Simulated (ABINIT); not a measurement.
The system is Hf.

```
CELL_PARAMETERS angstrom
3.19670 0.00000 0.00000
-1.59835 2.76842 0.00000
0.00000 0.00000 5.05780
ATOMIC_POSITIONS crystal
Hf 0.66667 0.33333 0.75000
Hf 0.33333 0.66667 0.25000
```

Base run:

| Property | Result |
| --- | --- |
| Program | ABINIT 10.8.3 (patched build) |
| Functional | AM05 |
| Potentials or basis | JTH PAW PBE v2.0 |
| Cutoff | 626 eV |
| k mesh | 10 × 10 × 5 |
| Occupations | fermi-dirac, width 0.05 eV |
| Spin | no spin polarisation |

Its results: band gap on the k mesh none (metal or under the smearing width); pressure -4.1 GPa.

Problem. After a change of settings the same cell gave: band gap on the k mesh none (metal or under the smearing width); pressure 2.2 GPa. Which change was it?
A. functional from AM05 to revPBE
B. functional from AM05 to r2SCAN
C. functional from AM05 to PBEsol
D. functional from AM05 to SCAN

Solution. A.

revPBE binds less tightly than AM05, so the same cell stands under more pressure.

Caveats: the PAW data sets were made with another functional, which shifts forces and pressure a little; spin-orbit coupling is left out, which moves the levels of the heavy elements.
